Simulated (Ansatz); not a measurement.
One crystal and one scan (energy against volume) at two levels, PBE (plane waves to 420 eV, PAW, scalar-relativistic; Ansatz, a program for electronic structure) and r2SCAN (plane waves to 500 eV, PAW, scalar-relativistic; Ansatz), each from its own relaxed cell and on its own mesh. The cell shown is that of PBE.

GeTe (alpha-GeTe type, space group R3m)

```yaml
crystal:
  lattice:
    - [2.11331, 1.22012, 3.63992]
    - [-2.11331, 1.22012, 3.63992]
    - [0.00000, -2.44024, 3.63992]
  atoms:
    - { symbol: Ge, position: [0.23423, 0.23423, 0.23423] }
    - { symbol: Te, position: [0.76577, 0.76577, 0.76577] }
```

The volume is varied about the relaxed value V₀ at fixed cell shape. The atoms relax within the cell's symmetry.

The energy includes the smearing's −TS. GeTe was relaxed with its symmetry unable to fall. Spin-orbit coupling is left out, though Te is heavy. With the shape held, the modulus is that of even scaling; a crystal free to change shape is softer. Percentages come from the unrounded values. Both scans cover V/V₀ from 0.840 to 1.160.

Results of PBE:

```
Item                                                                         Result
---------------------------------------------------------------------------  ------
Lattice constant a (Å)                                                        4.227
Lattice constant c (Å)                                                        10.92
Relaxed volume (Å³/atom)                                                      28.16
Band gap of the relaxed cell, no spin-orbit coupling (eV)                      0.62
Pressure at the smallest volume (GPa)                                           9.3
Energy cost of the largest expansion (meV/atom)                                  59
Bulk modulus at fixed cell shape B₀ (third-order Birch-Murnaghan fit) (GPa)    35.2
Pressure derivative B₀′ (fit)                                                   4.9
```

Question: Estimate the r2SCAN values.

Answer: 
```json
[
 {"quantity": "Lattice constant a (Å)", "r2SCAN": "4.187", "PBE − r2SCAN": "+0.040 (+0.9 %)"},
 {"quantity": "Lattice constant c (Å)", "r2SCAN": "11.06", "PBE − r2SCAN": "-0.14 (-1.3 %)"},
 {"quantity": "Relaxed volume (Å³/atom)", "r2SCAN": "27.99", "PBE − r2SCAN": "+0.17 (+0.6 %)"},
 {"quantity": "Band gap of the relaxed cell, no spin-orbit coupling (eV)", "r2SCAN": "0.64", "PBE − r2SCAN": "-0.02 (-3 %)"},
 {"quantity": "Pressure at the smallest volume (GPa)", "r2SCAN": "9.1", "PBE − r2SCAN": "+0.2 (+2 %)"},
 {"quantity": "Energy cost of the largest expansion (meV/atom)", "r2SCAN": "61", "PBE − r2SCAN": "-2 (-3 %)"},
 {"quantity": "Bulk modulus at fixed cell shape B₀ (third-order Birch-Murnaghan fit) (GPa)", "r2SCAN": "36.0", "PBE − r2SCAN": "-0.8 (-2.3 %)"},
 {"quantity": "Pressure derivative B₀′ (fit)", "r2SCAN": "4.5", "PBE − r2SCAN": "+0.4 (+8 %)"}
]
```

PBE gives the higher value for: lattice constant a; relaxed volume; pressure derivative B₀′. PBE gives the lower value for: lattice constant c; bulk modulus at fixed cell shape B₀. Neither level is exact: the differences show how much the result hangs on the functional.

(A scan under strain: stresses follow from slopes of the energy per volume, elastic moduli from its curvatures.)
